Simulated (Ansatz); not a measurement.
Born–Oppenheimer molecular dynamics of a periodic cell of 16 atoms, WC (start crystal WC, start structure P-6m2, volume 1.15 times the crystal's). It starts from a structure without forces on its atoms.

All numbers below come from DFT PBE, scalar-relativistic, plane waves, PAW (Ansatz 0.2.0). Settings: PAW set soft_1, cutoff 420 eV, k mesh 2x3x2, fermi-dirac smearing 0.24 eV, no spin polarisation.

```
ensemble        : NVT, Langevin thermostat
time step       : 0.75 fs
steps asked     : 250
set temperature : 2800 K
friction        : 0.02 /fs
seed            : 782167
```

Frames 7.5 fs apart, positions in Å.

Velocities at 90 fs (Å/ps):

```
W -5.78 -1.25 1.10
C -1.43 -1.27 13.09
W 0.71 -0.69 1.39
C -5.03 5.56 4.83
W -2.00 1.46 -1.04
C 17.82 -14.50 -16.09
W 0.89 2.06 -1.84
C 2.84 -4.82 6.22
W 0.26 -3.32 -0.47
C -0.55 3.06 -20.44
W 3.73 4.64 1.58
C 32.85 -3.03 25.67
W 3.79 -4.36 3.58
C 11.75 -14.29 10.93
W 1.73 7.20 -4.37
C -14.46 -23.21 14.83
```

```xyz
16
Lattice="-3.0377 -5.2614 0.0000 4.5565 -2.6307 0.0000 0.0000 0.0000 5.9243" Properties=species:S:1:pos:R:3 time_fs=90 energy_less_start_eV=4.953 T=2451
W -0.173 -5.271 0.072
C 1.492 -4.484 1.554
W 0.004 -5.201 3.054
C 1.646 -4.373 4.529
W -1.669 -2.770 0.057
C -0.107 -1.707 1.457
W -1.632 -2.696 3.024
C -0.084 -1.822 4.559
W 1.538 -2.680 0.049
C 3.318 -1.585 1.465
W 1.501 -2.726 3.042
C 2.790 -1.650 4.409
W -0.058 -0.094 0.071
C -1.637 -4.219 1.896
W 0.144 0.090 3.097
C -1.432 -4.430 4.211
16
Lattice="-3.0377 -5.2614 0.0000 4.5565 -2.6307 0.0000 0.0000 0.0000 5.9243" Properties=species:S:1:pos:R:3 time_fs=97.5 energy_less_start_eV=3.731 T=4368
W -0.215 -5.280 0.076
C 1.452 -4.465 1.627
W 0.002 -5.217 3.054
C 1.615 -4.327 4.551
W -1.667 -2.750 0.057
C 0.026 -1.798 1.331
W -1.628 -2.672 3.012
C -0.021 -1.938 4.554
W 1.538 -2.692 0.068
C 3.244 -1.585 1.382
W 1.539 -2.678 3.052
C 3.085 -1.680 4.647
W -0.033 -0.131 0.080
C -1.484 -4.449 1.856
W 0.131 0.145 3.057
C -1.598 -4.533 4.385
16
Lattice="-3.0377 -5.2614 0.0000 4.5565 -2.6307 0.0000 0.0000 0.0000 5.9243" Properties=species:S:1:pos:R:3 time_fs=105 energy_less_start_eV=5.439 T=3526
W -0.247 -5.294 0.078
C 1.431 -4.408 1.605
W -0.004 -5.261 3.046
C 1.566 -4.330 4.539
W -1.656 -2.725 0.053
C 0.108 -1.887 1.366
W -1.641 -2.634 2.987
C 0.053 -2.029 4.579
W 1.546 -2.698 0.084
C 3.065 -1.641 1.423
W 1.573 -2.624 3.073
C 3.364 -1.745 4.908
W -0.020 -0.160 0.074
C -1.350 -4.613 1.658
W 0.098 0.193 3.011
C -1.751 -4.614 4.672
16
Lattice="-3.0377 -5.2614 0.0000 4.5565 -2.6307 0.0000 0.0000 0.0000 5.9243" Properties=species:S:1:pos:R:3 time_fs=112.5 energy_less_start_eV=6.599 T=2360
W -0.239 -5.284 0.100
C 1.417 -4.364 1.523
W -0.006 -5.302 3.033
C 1.526 -4.386 4.491
W -1.629 -2.701 0.042
C 0.117 -2.013 1.473
W -1.663 -2.616 2.948
C 0.142 -2.014 4.569
W 1.563 -2.720 0.093
C 2.827 -1.760 1.571
W 1.611 -2.578 3.081
C 3.398 -1.803 5.003
W -0.007 -0.178 0.096
C -1.393 -4.674 1.481
W 0.060 0.221 2.982
C -1.739 -4.602 4.788
16
Lattice="-3.0377 -5.2614 0.0000 4.5565 -2.6307 0.0000 0.0000 0.0000 5.9243" Properties=species:S:1:pos:R:3 time_fs=120 energy_less_start_eV=4.908 T=2884
W -0.198 -5.277 0.136
C 1.437 -4.404 1.523
W -0.004 -5.335 3.017
C 1.549 -4.497 4.407
W -1.591 -2.664 0.040
C 0.140 -2.030 1.584
W -1.661 -2.610 2.921
C 0.152 -1.953 4.508
W 1.573 -2.751 0.083
C 2.754 -1.870 1.748
W 1.657 -2.528 3.095
C 3.205 -1.740 4.849
W -0.003 -0.188 0.130
C -1.580 -4.553 1.465
W 0.038 0.245 2.959
C -1.623 -4.532 4.689
16
Lattice="-3.0377 -5.2614 0.0000 4.5565 -2.6307 0.0000 0.0000 0.0000 5.9243" Properties=species:S:1:pos:R:3 time_fs=127.5 energy_less_start_eV=4.746 T=2978
W -0.151 -5.271 0.176
C 1.462 -4.444 1.567
W -0.006 -5.370 3.000
C 1.625 -4.552 4.352
W -1.553 -2.657 0.034
C 0.099 -1.911 1.686
W -1.642 -2.607 2.897
C 0.103 -1.864 4.470
W 1.575 -2.768 0.080
C 2.864 -1.811 1.830
W 1.684 -2.505 3.101
C 2.993 -1.592 4.559
W -0.009 -0.191 0.153
C -1.775 -4.363 1.480
W 0.019 0.257 2.954
C -1.528 -4.387 4.591
16
Lattice="-3.0377 -5.2614 0.0000 4.5565 -2.6307 0.0000 0.0000 0.0000 5.9243" Properties=species:S:1:pos:R:3 time_fs=135 energy_less_start_eV=5.657 T=2582
W -0.111 -5.264 0.216
C 1.599 -4.511 1.514
W -0.013 -5.406 2.990
C 1.625 -4.522 4.436
W -1.527 -2.670 0.029
C -0.034 -1.759 1.756
W -1.614 -2.612 2.902
C 0.040 -1.730 4.492
W 1.574 -2.785 0.085
C 3.097 -1.722 1.717
W 1.690 -2.498 3.118
C 2.821 -1.459 4.355
W -0.032 -0.173 0.142
C -1.891 -4.186 1.476
W 0.004 0.246 2.972
C -1.444 -4.332 4.416
16
Lattice="-3.0377 -5.2614 0.0000 4.5565 -2.6307 0.0000 0.0000 0.0000 5.9243" Properties=species:S:1:pos:R:3 time_fs=142.5 energy_less_start_eV=6.468 T=2290
W -0.067 -5.257 0.252
C 1.687 -4.522 1.421
W -0.028 -5.420 2.989
C 1.635 -4.413 4.609
W -1.513 -2.683 0.008
C -0.131 -1.560 1.755
W -1.577 -2.611 2.894
C 0.066 -1.604 4.476
W 1.554 -2.806 0.093
C 3.223 -1.616 1.505
W 1.689 -2.482 3.154
C 2.784 -1.450 4.409
W -0.049 -0.135 0.114
C -1.872 -4.107 1.388
W -0.021 0.240 3.005
C -1.391 -4.325 4.259
16
Lattice="-3.0377 -5.2614 0.0000 4.5565 -2.6307 0.0000 0.0000 0.0000 5.9243" Properties=species:S:1:pos:R:3 time_fs=150 energy_less_start_eV=6.708 T=2226
W -0.012 -5.257 0.266
C 1.645 -4.507 1.407
W -0.047 -5.410 2.999
C 1.645 -4.322 4.692
W -1.502 -2.694 -0.004
C -0.167 -1.402 1.650
W -1.547 -2.592 2.880
C 0.125 -1.575 4.436
W 1.533 -2.821 0.094
C 3.215 -1.547 1.283
W 1.685 -2.466 3.188
C 2.850 -1.525 4.636
W -0.074 -0.091 0.112
C -1.766 -4.209 1.365
W -0.054 0.233 3.021
C -1.377 -4.335 4.176
16
Lattice="-3.0377 -5.2614 0.0000 4.5565 -2.6307 0.0000 0.0000 0.0000 5.9243" Properties=species:S:1:pos:R:3 time_fs=157.5 energy_less_start_eV=6.563 T=2909
W 0.037 -5.264 0.294
C 1.490 -4.545 1.444
W -0.053 -5.393 3.025
C 1.621 -4.302 4.625
W -1.504 -2.687 -0.005
C -0.167 -1.373 1.493
W -1.507 -2.564 2.872
C 0.179 -1.583 4.409
W 1.538 -2.814 0.093
C 3.144 -1.613 1.233
W 1.685 -2.456 3.201
C 2.969 -1.649 4.818
W -0.110 -0.048 0.106
C -1.553 -4.360 1.507
W -0.074 0.240 3.028
C -1.472 -4.289 4.168
16
Lattice="-3.0377 -5.2614 0.0000 4.5565 -2.6307 0.0000 0.0000 0.0000 5.9243" Properties=species:S:1:pos:R:3 time_fs=165 energy_less_start_eV=5.698 T=3576
W 0.072 -5.277 0.309
C 1.378 -4.633 1.589
W -0.054 -5.370 3.056
C 1.572 -4.282 4.482
W -1.524 -2.676 -0.003
C -0.156 -1.534 1.392
W -1.448 -2.512 2.868
C 0.146 -1.617 4.380
W 1.534 -2.781 0.088
C 3.033 -1.812 1.410
W 1.689 -2.473 3.214
C 3.079 -1.841 4.872
W -0.129 -0.010 0.076
C -1.350 -4.425 1.696
W -0.086 0.262 3.026
C -1.585 -4.283 4.266
16
Lattice="-3.0377 -5.2614 0.0000 4.5565 -2.6307 0.0000 0.0000 0.0000 5.9243" Properties=species:S:1:pos:R:3 time_fs=172.5 energy_less_start_eV=6.333 T=3401
W 0.112 -5.303 0.315
C 1.472 -4.628 1.794
W -0.066 -5.345 3.081
C 1.466 -4.278 4.382
W -1.540 -2.667 -0.013
C -0.166 -1.808 1.417
W -1.394 -2.462 2.861
C 0.036 -1.736 4.353
W 1.524 -2.748 0.086
C 2.868 -1.928 1.666
W 1.698 -2.491 3.218
C 3.076 -1.994 4.754
W -0.134 0.032 0.030
C -1.336 -4.414 1.855
W -0.099 0.277 3.026
C -1.626 -4.303 4.407
```

Of the whole run (188 fs, mean temperature of the second half 2882 K): A run of 0.19 ps of so small a system gives no equilibrium averages. Limits of this set-up: coarse k mesh.

Time of the run: 22 min on 2 threads of Arm Neoverse V1, on a shared host, peak memory 0.71 GiB.
